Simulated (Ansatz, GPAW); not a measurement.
# Geometry or basis: what sets the conductance of a Pt chain with one Al atom in line, part 2 of 2

How well does a Pt chain with one Al atom in line conduct once its atoms have relaxed, and how much do cheaper levels lose?

GPAW 26.7.0 and Ansatz 0.2.0; Ansatz plane waves; relaxation of the junction with the lead ends held (the session's first sound run).

So far, transmission at the Fermi level (one spin): step 3 (plane waves, PBE) 1.02; step 4 (GPAW, dzp, PBE, GPAW) 1.01.

### 5. Single-zeta polarised basis

The second zeta is dropped, the polarisation orbitals stay.

Input file run.py:

```python
import json
import numpy as np
from ase import Atoms
from ase.transport.calculators import TransportCalculator
from gpaw import GPAW, FermiDirac
from gpaw.lcao.tools import get_lcao_hamiltonian
from scipy.linalg import eigh

# The junction with lead layers at both ends, along the third cell vector
device = Atoms(
    ['Pt', 'Pt', 'Pt', 'Pt', 'Pt', 'Pt', 'Pt', 'Pt', 'Al', 'Pt', 'Pt', 'Pt', 'Pt', 'Pt', 'Pt', 'Pt', 'Pt'],
    positions=[
        [4.50000, 4.50000, 1.20000],
        [4.50000, 4.50000, 3.60000],
        [4.50000, 4.50000, 6.00000],
        [4.50000, 4.50000, 8.40000],
        [4.50000, 4.50000, 10.80000],
        [4.50000, 4.50000, 13.20000],
        [4.69941, 4.92138, 15.58596],
        [4.28033, 4.10293, 17.96396],
        [4.50835, 4.50094, 20.33671],
        [4.55710, 4.05124, 22.71116],
        [4.50415, 4.96288, 25.09257],
        [4.50000, 4.50000, 27.47940],
        [4.50000, 4.50000, 29.87940],
        [4.50000, 4.50000, 32.27940],
        [4.50000, 4.50000, 34.67940],
        [4.50000, 4.50000, 37.07940],
        [4.50000, 4.50000, 39.47940]],
    cell=[[9.0, 0.0, 0.0], [0.0, 9.0, 0.0], [0.0, 0.0, 40.6794]],
    pbc=True)

# One principal layer of the lead: the first 5 atoms of the device
lead = Atoms(
    ['Pt', 'Pt', 'Pt', 'Pt', 'Pt'],
    positions=[
        [4.50000, 4.50000, 1.20000],
        [4.50000, 4.50000, 3.60000],
        [4.50000, 4.50000, 6.00000],
        [4.50000, 4.50000, 8.40000],
        [4.50000, 4.50000, 10.80000]],
    cell=[[9.0, 0.0, 0.0], [0.0, 9.0, 0.0], [0.0, 0.0, 12.0]],
    pbc=True)

settings = dict(mode='lcao', basis='szp(dzp)', xc='PBE', h=0.2,
                occupations=FermiDirac(0.1), maxiter=250,
                mixer=dict(beta=0.1, nmaxold=8, weight=100.0),
                convergence=dict(density=0.0001))
energies = np.arange(-2, 2 + 1e-9, 0.025)
eta = 0.0001
n1, n2 = 1, 1
# k and -k transmit alike, so half of the mesh across the current serves
mesh = [(i, j) for i in range(n1) for j in range(n2) if (i, j) <= (-i % n1, -j % n2)]
weights = np.array([1 if (i, j) == (-i % n1, -j % n2) else 2 for i, j in mesh]) / (n1 * n2)

# [... helper functions left out ...]
fermi_lead = ground_state(lead, (1, 1, 10), 'lead.txt')
fermi_device = ground_state(device, (1, 1, 2), 'device.txt')
# [... loop over the mesh left out, but for ...]
        # Shift the lead onto the potential of the device's first layer
        shift = ((H[:, 0, 0] - H0[:, 0, 0]) / S0[0, 0]).real.mean()
# [...]
kT = 8.617333e-5 * 300
bias = [0.1, 0.2, 0.5, 1.0, 1.5, 2.0]
# [... integrals and printing left out ...]
```

The run is started by

```sh
> OMP_NUM_THREADS=1 OPENBLAS_NUM_THREADS=1 python run.py
```

It took 2.5 min on 1 thread of Arm Neoverse V2, shared host; peak memory 1.5 GiB.

Numbers from this step:

```yaml
conductance: 1.014 G₀
thermopower: 3.672 μV/K
largest_coupling_past_the_next_principal_layer: 8.13e-6 eV
largest_misfit_of_the_first_principal_layer: 0.2367 eV
shift_that_aligns_the_lead: -0.004224 eV
basis_functions_of_the_junction: 249
basis_functions_of_a_principal_layer: 75
transmission_at_the_fermi_level_one_spin: 1.014
```

The conductance, 1.01 G₀, lies 0.3 % above that of the dzp run.

### 6. Minimal basis

One function for each valence shell of the setup, as for a first survey of a large system.

Changes to run.py since step 5:

```diff
@@ -44,3 +44,3 @@
 
-settings = dict(mode='lcao', basis='szp(dzp)', xc='PBE', h=0.2,
+settings = dict(mode='lcao', basis='sz(dzp)', xc='PBE', h=0.2,
                 occupations=FermiDirac(0.1), maxiter=250,
```

It took 2.1 min on 1 thread; peak memory 1.4 GiB.

Numbers from this step:

* conductance: 1.003 G₀
* thermopower: 4.189 μV/K
* largest coupling past the next principal layer: 8.11e-6 eV
* largest misfit of the first principal layer: 0.08582 eV
* shift that aligns the lead: -0.002327 eV
* basis functions of the junction: 196
* basis functions of a principal layer: 60
* transmission at the Fermi level (one spin): 1.002

One spin. Transmission, zone mean against energy, zero at the Fermi level:

```csv
energy (eV),"transmission, zone mean"
-2.000,1.02
-1.900,1.05
-1.800,1.09
-1.700,1.16
-1.600,1.27
-1.500,1.44
-1.400,1.42
-1.300,1.43
-1.200,1.44
-1.100,1.39
-1.000,1.39
-0.900,1.42
-0.800,1.44
-0.700,1.50
-0.600,1.67
-0.525,1.80
-0.500,1.80
-0.400,1.56
-0.300,1.44
-0.200,1.16
-0.100,1.07
0.000,1.00
0.100,0.951
0.200,0.906
0.300,0.880
0.400,0.906
0.500,0.899
0.600,0.866
0.700,0.700
0.800,0.650
0.900,0.623
1.000,0.607
1.100,0.598
1.200,0.595
1.300,0.597
1.400,0.605
1.500,0.619
1.600,0.641
1.700,0.676
1.800,0.741
1.900,0.912
1.925,0.985
2.000,0.0342
```

The conductance, 1.00 G₀, lies 0.8 % below that of the dzp run.

### 7. RPBE in the dzp basis: xc = "RPBE"

Back in the dzp basis, the functional changes from PBE to RPBE, to set the spread between functionals beside that between bases.

Changes to run.py since step 6:

```diff
@@ -44,3 +44,3 @@
 
-settings = dict(mode='lcao', basis='sz(dzp)', xc='PBE', h=0.2,
+settings = dict(mode='lcao', basis='dzp', xc='RPBE', h=0.2,
                 occupations=FermiDirac(0.1), maxiter=250,
```

The job ended after 4.4 min (1 thread; peak memory 1.5 GiB).

Numbers from this step:

```yaml
conductance: 1.009 G₀
thermopower: 3.876 μV/K
largest_coupling_past_the_next_principal_layer: 8.00e-6 eV
largest_misfit_of_the_first_principal_layer: 0.2375 eV
shift_that_aligns_the_lead: -0.001980 eV
basis_functions_of_the_junction: 445
basis_functions_of_a_principal_layer: 135
transmission_at_the_fermi_level_one_spin: 1.008
```

One spin. The transmission, zone mean by energy, zero at the Fermi level:

```csv
energy (eV),"transmission, zone mean"
-2.000,1.01
-1.900,1.02
-1.800,1.03
-1.700,1.06
-1.600,1.12
-1.500,1.20
-1.400,1.22
-1.300,1.23
-1.225,1.25
-1.200,1.24
-1.100,1.17
-1.000,1.15
-0.900,1.17
-0.800,1.21
-0.700,1.29
-0.600,1.42
-0.525,1.53
-0.500,1.47
-0.400,1.21
-0.300,1.24
-0.200,1.16
-0.100,1.07
0.000,1.01
0.100,0.959
0.200,0.918
0.300,0.843
0.400,0.899
0.500,0.904
0.600,0.889
0.700,0.828
0.800,0.676
0.900,0.641
1.000,0.621
1.100,0.610
1.200,0.605
1.300,0.606
1.400,0.613
1.500,0.626
1.600,0.647
1.700,0.678
1.800,0.730
1.900,0.835
1.975,0.993
2.000,0.907
```

The conductance, 1.01 G₀, lies 0.2 % below that of the dzp run.

### 8. Without the relaxation: geometry = "as built"

The dzp basis with PBE on the structure as first built shows what the relaxation was worth.

Changes to run.py since step 7:

```diff
@@ -18,7 +18,7 @@
         [4.50000, 4.50000, 13.20000],
-        [4.69941, 4.92138, 15.58596],
-        [4.28033, 4.10293, 17.96396],
-        [4.50835, 4.50094, 20.33671],
-        [4.55710, 4.05124, 22.71116],
-        [4.50415, 4.96288, 25.09257],
+        [4.50000, 4.50000, 15.60000],
+        [4.50000, 4.50000, 18.00000],
+        [4.50000, 4.50000, 20.33970],
+        [4.50000, 4.50000, 22.67940],
+        [4.50000, 4.50000, 25.07940],
         [4.50000, 4.50000, 27.47940],
@@ -44,3 +44,3 @@
 
-settings = dict(mode='lcao', basis='dzp', xc='RPBE', h=0.2,
+settings = dict(mode='lcao', basis='dzp', xc='PBE', h=0.2,
                 occupations=FermiDirac(0.1), maxiter=250,
```

It took 3.9 min on 1 thread; peak memory 1.5 GiB.

This step gave:

```
conductance                                    : 1.363 G₀
largest coupling past the next principal layer : 8.09e-6 eV
largest misfit of the first principal layer    : 0.2182 eV
shift that aligns the lead                     : -0.005930 eV
transmission at the Fermi level (one spin)     : 1.367
```

One spin. The transmission, zone mean by energy, zero at the Fermi level:

```csv
energy (eV),"transmission, zone mean"
-2.000,1.08
-1.900,1.08
-1.800,1.08
-1.700,1.08
-1.600,1.08
-1.500,1.11
-1.400,1.11
-1.300,1.14
-1.200,1.16
-1.100,1.17
-1.000,1.19
-0.900,1.20
-0.800,1.21
-0.700,1.22
-0.600,1.23
-0.500,1.25
-0.400,1.27
-0.300,1.34
-0.200,1.34
-0.100,1.36
-0.025,1.37
0.000,1.37
0.100,1.34
0.200,1.28
0.300,1.20
0.400,1.12
0.500,1.05
0.600,0.989
0.700,0.923
0.800,0.897
0.900,0.890
1.000,0.883
1.100,0.877
1.200,0.873
1.300,0.869
1.400,0.865
1.500,0.862
1.600,0.858
1.700,0.855
1.800,0.852
1.900,0.849
2.000,0.846
```

The conductance, 1.36 G₀, lies 35 % above that of the dzp run.

### 9. Cost and result by level

Times are wall times on the hardware named with each run. The series side by side:

```csv
no.,run,conductance (G₀),time,memory (GiB)
1,pw PBE,1.019,2 min,5.0
2,dzp,1.011,4.6 min,1.5
3,szp,1.014,2.5 min,1.5
4,sz,1.003,2.1 min,1.4
5,dzp RPBE,1.009,4.4 min,1.5
6,asbuilt,1.363,3.9 min,1.5
```

### 10. The levels side by side

The curves are compared point by point over the common energies.

This step: comparison of transmission and cost over codes, levels and geometry (GPAW 26.7.0).

Ladder, by row:

```csv
step,code,T at the Fermi level (sum over the listed spins),conductance (G0),r.m.s. T(E) from the first,wall time (s),peak memory (GiB),threads
pw-pbe,Ansatz,1.018,1.019,0,122.9,5.038,4
dzp,GPAW,1.01,1.011,0.05392,276.9,1.53,1
szp,GPAW,1.014,1.014,0.05541,150.8,1.47,1
sz,GPAW,1.002,1.003,0.1922,123.3,1.42,1
dzp-RPBE,GPAW,1.008,1.009,0.05123,261,1.54,1
asbuilt,GPAW,1.367,1.363,0.1806,233.2,1.53,1
```

Transmission, zone mean, sum over the listed spins against energy, zero at the Fermi level:

```csv
energy (eV),pw-pbe,dzp,szp,sz,dzp-RPBE,asbuilt
-2.000,1.01,1.01,1.01,1.02,1.01,1.08
-1.900,1.01,1.02,1.02,1.05,1.02,1.08
-1.800,1.02,1.03,1.03,1.09,1.03,1.08
-1.700,1.05,1.06,1.06,1.16,1.06,1.08
-1.600,1.13,1.13,1.12,1.27,1.12,1.08
-1.500,1.16,1.20,1.20,1.44,1.20,1.11
-1.400,1.19,1.22,1.25,1.42,1.22,1.11
-1.325,1.20,1.23,1.25,1.43,1.23,1.13
-1.300,1.20,1.23,1.25,1.43,1.23,1.14
-1.200,1.17,1.24,1.25,1.44,1.24,1.16
-1.100,1.15,1.17,1.18,1.39,1.17,1.17
-1.000,1.11,1.15,1.15,1.39,1.15,1.19
-0.900,1.13,1.17,1.18,1.42,1.17,1.20
-0.800,1.24,1.21,1.21,1.44,1.21,1.21
-0.700,1.31,1.29,1.31,1.50,1.29,1.22
-0.600,1.38,1.41,1.44,1.67,1.42,1.23
-0.550,1.34,1.52,1.51,1.77,1.53,1.24
-0.525,1.31,1.54,1.51,1.80,1.53,1.24
-0.500,1.29,1.51,1.46,1.80,1.47,1.25
-0.400,1.43,1.22,1.20,1.56,1.21,1.27
-0.300,1.18,1.24,1.19,1.44,1.24,1.34
-0.275,1.20,1.33,1.03,1.47,1.12,1.31
-0.200,1.14,1.17,1.15,1.16,1.16,1.34
-0.100,1.07,1.07,1.07,1.07,1.07,1.36
0.000,1.02,1.01,1.01,1.00,1.01,1.37
0.100,0.969,0.961,0.967,0.951,0.959,1.34
0.200,0.931,0.917,0.926,0.906,0.918,1.28
0.300,0.830,0.831,0.868,0.880,0.843,1.20
0.400,0.894,0.898,0.910,0.906,0.899,1.12
0.500,0.905,0.903,0.909,0.899,0.904,1.05
0.525,0.905,0.901,0.906,0.894,0.902,1.03
0.600,0.902,0.887,0.886,0.866,0.889,0.989
0.700,0.886,0.829,0.736,0.700,0.828,0.923
0.800,0.737,0.673,0.678,0.650,0.676,0.897
0.900,0.675,0.639,0.649,0.623,0.641,0.890
1.000,0.648,0.620,0.631,0.607,0.621,0.883
1.100,0.634,0.610,0.621,0.598,0.610,0.877
1.200,0.627,0.607,0.617,0.595,0.605,0.873
1.300,0.626,0.610,0.619,0.597,0.606,0.869
1.400,0.630,0.618,0.626,0.605,0.613,0.865
1.500,0.641,0.633,0.640,0.619,0.626,0.862
1.600,0.658,0.656,0.662,0.641,0.647,0.858
1.700,0.684,0.690,0.696,0.676,0.678,0.855
1.800,0.723,0.746,0.751,0.741,0.730,0.852
1.900,0.787,0.853,0.860,0.912,0.835,0.849
1.925,0.809,0.897,0.905,0.985,0.880,0.849
1.975,0.869,0.995,0.997,0.173,0.993,0.847
2.000,0.907,0.919,0.894,0.0342,0.907,0.846
```

### 11. Density threshold 1e-06, SCF mesh 1×1×1

The Hamiltonian is taken from the last density. The density threshold is one of the tests that end the cycle; the energy must settle too, so a loose value may not be the test that decides. The SCF mesh sets the Fermi level of the repeated cell.

This step: GPAW LCAO, PAW setups; Landauer transmission from Green's functions with principal layers (ASE), zero bias (GPAW 26.7.0).

Changes to run.py since step 8:

```diff
@@ -18,7 +18,7 @@
         [4.50000, 4.50000, 13.20000],
-        [4.50000, 4.50000, 15.60000],
-        [4.50000, 4.50000, 18.00000],
-        [4.50000, 4.50000, 20.33970],
-        [4.50000, 4.50000, 22.67940],
-        [4.50000, 4.50000, 25.07940],
+        [4.69941, 4.92138, 15.58596],
+        [4.28033, 4.10293, 17.96396],
+        [4.50835, 4.50094, 20.33671],
+        [4.55710, 4.05124, 22.71116],
+        [4.50415, 4.96288, 25.09257],
         [4.50000, 4.50000, 27.47940],
@@ -47,3 +47,3 @@
                 mixer=dict(beta=0.1, nmaxold=8, weight=100.0),
-                convergence=dict(density=0.0001))
+                convergence=dict(density=1e-06))
 energies = np.arange(-2, 2 + 1e-9, 0.025)
@@ -57,3 +57,3 @@
 fermi_lead = ground_state(lead, (1, 1, 10), 'lead.txt')
-fermi_device = ground_state(device, (1, 1, 2), 'device.txt')
+fermi_device = ground_state(device, (1, 1, 1), 'device.txt')
 # [... loop over the mesh left out, but for ...]
```

Wall time 4.3 min (1 thread); peak memory 1.5 GiB.

The run finished with changed settings (conv = 1e-06 and scf_mesh = [1, 1, 1]); it serves as a test.

The two runs compared:

```csv
quantity,this run,sound run,difference
conductance (G₀),1.0116,1.0108,7.6e-4
thermopower (μV/K),3.8127,3.9168,-0.104
largest coupling past the next principal layer (eV),8.089e-6,8.089e-6,-2.6e-11
largest misfit of the first principal layer (eV),0.25663,0.23909,0.0175
shift that aligns the lead (eV),0.0026596,-0.0011792,0.00384
transmission at the Fermi level (one spin),1.0101,1.0098,2.9e-4
```

### 12. Results

```yaml
conductance: 1.01 G₀
transmission_at_the_fermi_level_mean_of_the_spins: 1.01
thermopower: 3.92 μV/K
```

**Reading.** In the dzp basis the junction conducts 1.01 G₀ at 300 K, with T = 1.01 a spin at the Fermi level; the sz basis reaches that conductance within 10 %. Relaxation moved atoms by up to 0.47 Å and took the conductance from 1.36 to 1.01 G₀, as a ratio a larger change than the step from dzp to the minimal basis. Plane waves (PBE) give T = 1.02 there. At the Fermi level the three most open eigenchannels pass 0.95, 0.036 and 0.025. Measured against the first run (pw-pbe), the nearest curve is that of dzp-RPBE (r.m.s. 0.051) and the farthest that of sz (0.19). Over the compared runs wall time goes from 123 s (pw-pbe) to 277 s (dzp), on a shared host; the plane-wave run used 4 threads and the orbital runs 1. The leads kept an estimated spacing and the cell its length, so the junction may be under some tension or compression. The run had no spin polarisation, so a magnetic state, which chains and small molecules with open shells often have, wasn't tested. Spin-orbit coupling is left out, which matters for the heavy atoms here. An evenly spaced straight chain is an idealisation: free chains tend to dimerise, zigzag or, where a band edge lies near the Fermi level, turn magnetic. The currents use the zero-bias T(E) throughout, which holds only while the bias is small against the distance to the nearest feature.

[Logs are printed without paths, hosts, clocks, repeated set-up lines and the standing remarks that a program may print on its own settings, such as how far it seeks lower states.]

[Hosts, paths, dates, database ids (printed as entryN), source tags and the programs' standing remarks are cut or masked in the printed files.]
